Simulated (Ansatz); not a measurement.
# Ge (Fd-3m) in Ansatz: a series of runs

The runs below take Ge through single point, equation of state, with LDA.

Everything below comes from runs of Ansatz 0.2.0. Logs are shortened: lines on timing, memory, paths and dates and some standing lists are left out, and cuts for length are marked.

**What was measured.**

From “Sub-monolayer structures of Ag overlayers on Ge(111): experimental observations and first-principles study”, 2019, arxiv:1908.00180, for a bulk crystal of Ge: bulk modulus 75.8 GPa.

The runs below are set against these values where they give the same quantity.

### Step 1. Starting point

It takes space group Fd-3m (No. 227, cubic). Conventional cell: a = 5.658 Å, b = 5.658 Å, c = 5.658 Å, α = 90.00°, β = 90.00°, γ = 90.00°. Around Ge (site symmetry -43m) lie 4 Ge at 2.45 Å.

### Step 2. Single point, LDA, 21.28 Å³/atom (volume scaled by 0.94)

input.yaml reads:

```yaml
crystal:
  lattice:
    - [0.0, 2.7711609388, 2.7711609388]
    - [2.7711609388, 0.0, 2.7711609388]
    - [2.7711609388, 2.7711609388, 0.0]
  atoms:
    - { symbol: Ge, position: [0.75, 0.75, 0.75] }
    - { symbol: Ge, position: [0.5, 0.5, 0.5] }
kpoints:
  mp_grid: { grid: [8, 8, 8] }
scf:
  occupations: { method: fermi_dirac, width: 0.05 }
hamiltonian:
  xc: lda
  pseudopotentials: { kind: all_electron, lapw: { basis_error: 0.001 } }
output:
  forces: true
  stress: true
  eigenvalues: true
```

Potentials or basis: all-electron LAPW, scalar-relativistic.

Launch:

```
$ ansatz run input.yaml --threads 1 --pin off --max-ram 3072MiB --backend cpu --events-out ev --progress --plain --runs-dir out
```

Log:

```text
Warning: RAYON_NUM_THREADS=1 ignored (pool sized by the plan → 1); use --threads N
LAPW: plane waves up to 9.361 Å⁻¹, error target 1.0e-3 eV per atom; small_component_spin mean_spin; Ge in spheres of 1.200 Å, 22 of its electrons in bands, Dirac shells [] (how accurate: hamiltonian.pseudopotentials.lapw.basis_error, Limitations)
Engine: ansatz 0.2.0, x86_64-unknown-linux-gnu
Pseudopotentials: kind: all_electron
Pseudopotential: Ge, LAPW, valence charge 22, lapw/all_electron/scalar/gaussian/Ge, Koelling and Harmon's equation, gaussian nucleus
Functional definition: SPW92
  exchange = slater_x
  correlation = pw_c
Crystal: 2 atoms, lattice volume = 42.561 Å³
Basis set: ecut = 333.87202266916745 eV, 609 PW (Γ), exchange–correlation at level 2
Bands: 27, of which v1, the nominal top of the filled ones, is band 22 counted from 1 (21 counted from 0)
Symmetry: 48 space group operations
Space group: Fd-3m (ITA 227), of the structure as read, at distance tolerance 3.5e-5 Å
k-points: 29 of 512
Non-local potential: Ge, projectors of the file, none
Initial density: superposition of atomic densities (chi_scale 0.1, normalization cell)
Initial wavefunctions: plane waves of lowest kinetic energy (no species holds an atomic orbital)
Functional: x = slater, c = lda
iter 1 solved again at ethr=1.11e-3 eV; its pass at ethr=1.00e-1 eV (dr2=4.88e-1 eV) is discarded
SCF iter   1: F=—  HF=-114074.467861 eV  |F-HF|=—  |Δ(HF+E_count)|=         —  Δρ=3.19e-2  dr2=4.90e-1  ethr=1.11e-3  ⟨swp⟩=2.1  Hψ=4831  notcnv=0
preconditioner: auto → none  [insulator: Δε(μ)=0.427 eV  Ē_g=24.623 eV  σ=0.050 eV  W_gap=0.97  n_scr=14 (ndim 8)  ℏωp=30.1 eV  f_vac=0.059  D(μ)=0.01/eV (n_scr^D=0)  ε∞_Penn≈2.5]
SCF iter   2: F=—  HF=-114074.317591 eV  |F-HF|=—  |Δ(HF+E_count)|=   1.50e-1  Δρ=1.34e-2  dr2=7.88e-2  ethr=1.11e-3  ⟨swp⟩=2.0  Hψ=2320  notcnv=0
iter 3 solved again at ethr=7.51e-7 eV; its pass at ethr=1.79e-4 eV (dr2=3.30e-4 eV) is discarded
SCF iter   3: F=—  HF=-114074.295935 eV  |F-HF|=—  |Δ(HF+E_count)|=   2.17e-2  Δρ=1.26e-3  dr2=3.35e-4  ethr=7.51e-7  ⟨swp⟩=2.8  Hψ=3986  notcnv=0
SCF iter   4: F=—  HF=-114074.292119 eV  |F-HF|=—  |Δ(HF+E_count)|=         —  Δρ=5.18e-4  dr2=5.73e-5  ethr=7.51e-7  ⟨swp⟩=3.0  Hψ=2319  notcnv=0
the basis was enlarged: its passes take 61.4 KiB over the memory plan, 1 of 1 planned eigensolver slots
SCF iter   5: F=—  HF=-114074.292081 eV  |F-HF|=—  |Δ(HF+E_count)|=   3.84e-5  Δρ=6.06e-5  dr2=9.09e-7  ethr=1.30e-7  ⟨swp⟩=2.1  Hψ=2184  notcnv=0
SCF iter   6: F=-114074.292081 eV  HF=-114074.292081 eV  |F-HF|=2.62e-10  |Δ(HF+E_count)|=   3.05e-7  Δρ=5.41e-6  dr2=7.80e-9  ethr=2.07e-9  ⟨swp⟩=2.4  Hψ=2194  notcnv=0
SCF 1 converged in 6 iterations: F = -114074.292081 eV  dr2 = 7.80e-9
SCF converged after 6 iterations
Free energy (F): -114074.292081 eV
Harris-Foulkes:  -114074.292081 eV  (|F-HF|=2.62e-10)
Internal energy: -114074.291619 eV  (E = F + TS)
E sigma→0 (E₀):  -114074.291850 eV
Entropy (-TS):   -0.000463 eV (-0.231 meV/atom)
Fermi energy:    10.722385 eV
--- Per-component energies (eV) ---
  E_band       = -2055.910639
  E_kinetic    = 116425.202833
  E_xc         = -4180.528239
  E_electrostatic = -226318.966213  (all electrons and nuclei)
  E_smearing   = -0.000463  (= −TS)
  E_closure    = 0.000000  (closes the sum)
  E_atoms      = -114063.943511  (free atoms, spherical and without spin; not in F)
  Σ components = -114074.292081   (vs F -114074.292081, Δ=0.00e0)
  Basis errors (estimates in eV, not in F): energy 4.4e-4 per atom: plane waves 4.0e-4 (2.4e-4 summed), levels above the bands 2.0e-67, relativity 4.9e-9, radial functions 3.3e-5, core shells 1.7e-10; eigenvalues (radial functions only) 4.9e-7; not estimated: angular momenta, meshes, grids; target (lapw.basis_error) 1.0e-3; muffin-tin radii Ge 1.200 Å
--- Forces (eV/Å), atoms counted from 1 ---
  atom   1  Ge    -0.00000000    -0.00000000    -0.00000000
  atom   2  Ge    -0.00000000    -0.00000000     0.00000000
  max |Σ_I F_I| component: 3.47e-18 eV/Å
--- Stress (GPa, compression-positive) ---
        3.366490      -0.000000       0.000000
       -0.000000       3.366490      -0.000000
        0.000000      -0.000000       3.366490
  P = ⅓ Tr σ = 3.3665 GPa (33.665 kbar)
--- Band table (eV; the first three rows and the last of 29) ---
  k-point 0: bands = ["-152.3216", "-152.3181", "-99.9727", "-99.9727", "-99.9727", "-99.9609", "-99.9609", "-99.9609", "-14.3991", "-14.3991", "-14.3991", "-14.3576", "-14.3576", "-14.1099", "-14.1099", "-14.1099", "-14.0911", "-14.0911", "-2.6903", "10.6155", "10.6155", "10.6155", "10.9977", "13.1678", "13.1678", "13.1678", "16.9720"]
  k-point 1: bands = ["-152.3215", "-152.3182", "-99.9728", "-99.9728", "-99.9725", "-99.9611", "-99.9608", "-99.9608", "-14.4087", "-14.4087", "-14.3962", "-14.3439", "-14.3439", "-14.1229", "-14.1229", "-14.1134", "-14.0802", "-14.0802", "-2.4887", "8.2601", "10.2509", "10.2509", "11.8111", "13.6488", "13.6488", "14.2326", "17.9737"]
  k-point 2: bands = ["-152.3212", "-152.3185", "-99.9731", "-99.9731", "-99.9720", "-99.9615", "-99.9605", "-99.9605", "-14.4205", "-14.4205", "-14.3891", "-14.3236", "-14.3236", "-14.1385", "-14.1385", "-14.1220", "-14.0686", "-14.0686", "-1.9023", "5.7493", "9.6661", "9.6661", "11.3698", "14.2990", "14.2990", "16.4830", "18.5876"]
  k-point 28: bands = ["-152.3198", "-152.3198", "-99.9742", "-99.9742", "-99.9668", "-99.9668", "-99.9594", "-99.9594", "-14.4550", "-14.4550", "-14.2895", "-14.2895", "-14.2309", "-14.2309", "-14.1926", "-14.1926", "-14.0299", "-14.0299", "1.5471", "1.5471", "6.3961", "6.3961", "15.1054", "15.1054", "15.3062", "15.3062", "22.0346"]
```

Wall time 15 s (1 thread of AMD EPYC (Zen 3), shared host); peak memory 0.3 GiB.

What came out:

```yaml
Free_energy: -114074.2921 eV
Pressure: 3.4 GPa
Band_gap_on_the_k_mesh: 0.24 eV, indirect (least direct gap 0.38 eV)
```

### Step 3. Single point, LDA, 21.73 Å³/atom (volume scaled by 0.96)

Changes to input.yaml since step 2:

```diff
@@ -2,5 +2,5 @@
   lattice:
-    - [0.0, 2.7711609388, 2.7711609388]
-    - [2.7711609388, 0.0, 2.7711609388]
-    - [2.7711609388, 2.7711609388, 0.0]
+    - [0.0, 2.7906767997, 2.7906767997]
+    - [2.7906767997, 0.0, 2.7906767997]
+    - [2.7906767997, 2.7906767997, 0.0]
   atoms:
```

Potentials or basis: all-electron LAPW, scalar-relativistic.

Launch:

```
$ ansatz run input.yaml --threads 1 --pin off --max-ram 3072MiB --backend cpu --events-out ev --progress --plain --runs-dir out
```

It took 13 s on 1 thread of AMD EPYC (Zen 3), shared host; peak memory 0.3 GiB.

The run converged. Its results:

| Item | Value |
| --- | --- |
| Free energy | -114074.3060 eV |
| Pressure | 1.6 GPa |
| Band gap on the k mesh | 0.17 eV, indirect (least direct gap 0.18 eV) |

### Step 4. Single point, LDA, 22.19 Å³/atom (volume scaled by 0.98)

Changes to input.yaml since step 3:

```diff
@@ -2,5 +2,5 @@
   lattice:
-    - [0.0, 2.7906767997, 2.7906767997]
-    - [2.7906767997, 0.0, 2.7906767997]
-    - [2.7906767997, 2.7906767997, 0.0]
+    - [0.0, 2.8099234548, 2.8099234548]
+    - [2.8099234548, 0.0, 2.8099234548]
+    - [2.8099234548, 2.8099234548, 0.0]
   atoms:
```

Launch:

```
$ ansatz run input.yaml --threads 1 --pin off --max-ram 3072MiB --backend cpu --events-out ev --progress --plain --runs-dir out
```

Run time: 12 s. Hardware: 1 thread of AMD EPYC (Zen 3), shared host; peak memory 0.3 GiB.

Results (log left out):

- Free energy: -114074.3107 eV
- Pressure: 0.1 GPa
- Band gap on the k mesh: none (metal or under the smearing width)

### Step 5. Single point, LDA, 22.64 Å³/atom

Changes to input.yaml since step 4:

```diff
@@ -2,5 +2,5 @@
   lattice:
-    - [0.0, 2.8099234548, 2.8099234548]
-    - [2.8099234548, 0.0, 2.8099234548]
-    - [2.8099234548, 2.8099234548, 0.0]
+    - [0.0, 2.82891, 2.82891]
+    - [2.82891, 0.0, 2.82891]
+    - [2.82891, 2.82891, 0.0]
   atoms:
```

Launch:

```
$ ansatz run input.yaml --threads 1 --pin off --max-ram 3072MiB --backend cpu --events-out ev --progress --plain --runs-dir out
```

Run time: 13 s. Hardware: 1 thread of AMD EPYC (Zen 3), shared host; peak memory 0.31 GiB.

The run converged. Its results:

```yaml
Free_energy: -114074.3074 eV
Pressure: -1.3 GPa
Band_gap_on_the_k_mesh: none (metal or under the smearing width)
```

### Step 6. Single point, LDA, 23.09 Å³/atom (volume scaled by 1.02)

Changes to input.yaml since step 5:

```diff
@@ -2,5 +2,5 @@
   lattice:
-    - [0.0, 2.82891, 2.82891]
-    - [2.82891, 0.0, 2.82891]
-    - [2.82891, 2.82891, 0.0]
+    - [0.0, 2.8476450493, 2.8476450493]
+    - [2.8476450493, 0.0, 2.8476450493]
+    - [2.8476450493, 2.8476450493, 0.0]
   atoms:
```

Potentials or basis: all-electron LAPW, scalar-relativistic.

Launch:

```
$ ansatz run input.yaml --threads 1 --pin off --max-ram 3072MiB --backend cpu --events-out ev --progress --plain --runs-dir out
```

It took 13 s on 1 thread of AMD EPYC (Zen 3), shared host; peak memory 0.3 GiB.

The run converged. Its results:

```yaml
Free_energy: -114074.2967 eV
Pressure: -2.5 GPa
Band_gap_on_the_k_mesh: none (metal or under the smearing width)
```

### Step 7. Single point, LDA, 23.54 Å³/atom (volume scaled by 1.04)

Changes to input.yaml since step 6:

```diff
@@ -2,5 +2,5 @@
   lattice:
-    - [0.0, 2.8476450493, 2.8476450493]
-    - [2.8476450493, 0.0, 2.8476450493]
-    - [2.8476450493, 2.8476450493, 0.0]
+    - [0.0, 2.8661367691, 2.8661367691]
+    - [2.8661367691, 0.0, 2.8661367691]
+    - [2.8661367691, 2.8661367691, 0.0]
   atoms:
```

Launch:

```
$ ansatz run input.yaml --threads 1 --pin off --max-ram 3072MiB --backend cpu --events-out ev --progress --plain --runs-dir out
```

Wall time 14 s (1 thread of AMD EPYC (Zen 3), shared host); peak memory 0.3 GiB.

Results (log left out):

```
Free energy            : -114074.2795 eV
Pressure               : -3.6 GPa
Band gap on the k mesh : none (metal or under the smearing width)
```

### Step 8. Single point, LDA, 24.00 Å³/atom (volume scaled by 1.06)

Changes to input.yaml since step 7:

```diff
@@ -2,5 +2,5 @@
   lattice:
-    - [0.0, 2.8661367691, 2.8661367691]
-    - [2.8661367691, 0.0, 2.8661367691]
-    - [2.8661367691, 2.8661367691, 0.0]
+    - [0.0, 2.8843929095, 2.8843929095]
+    - [2.8843929095, 0.0, 2.8843929095]
+    - [2.8843929095, 2.8843929095, 0.0]
   atoms:
```

Launch:

```
$ ansatz run input.yaml --threads 1 --pin off --max-ram 3072MiB --backend cpu --events-out ev --progress --plain --runs-dir out
```

It took 13 s on 1 thread of AMD EPYC (Zen 3), shared host; peak memory 0.3 GiB.

It converged, with:

| Quantity | Value |
| --- | --- |
| Free energy | -114074.2563 eV |
| Pressure | -4.6 GPa |
| Band gap on the k mesh | none (metal or under the smearing width) |

### Step 9. Equation of state, LDA

Potentials or basis: all-electron LAPW, scalar-relativistic.

This step only gathers the single runs of the series.

Results:

| Property | Result |
| --- | --- |
| Equilibrium volume | 22.22 Å³/atom |
| Bulk modulus | 70 GPa |
| Pressure derivative of the bulk modulus | 4.4 |

Energy against volume, from the lowest point:
```csv
volume (Å³/atom),energy (meV/atom)
21.281,9.32
21.733,2.35
22.186,0.00
22.639,1.66
23.092,6.99
23.545,15.63
23.997,27.18
```

### Step 10. How close it comes

Step 9. Measured bulk modulus of Ge: 75.8 GPa (quoted in “Sub-monolayer structures of Ag overlayers on Ge(111): experimental observations and first-principles study”, 2019, arxiv:1908.00180). This calculation gives 70 GPa (-7.4 %). The fit is for a static lattice scaled at fixed shape and fixed fractional positions. The cell as given is a measured one (22.64 Å³/atom); LDA puts the equilibrium volume -1.9 % from it, thermal expansion not counted.
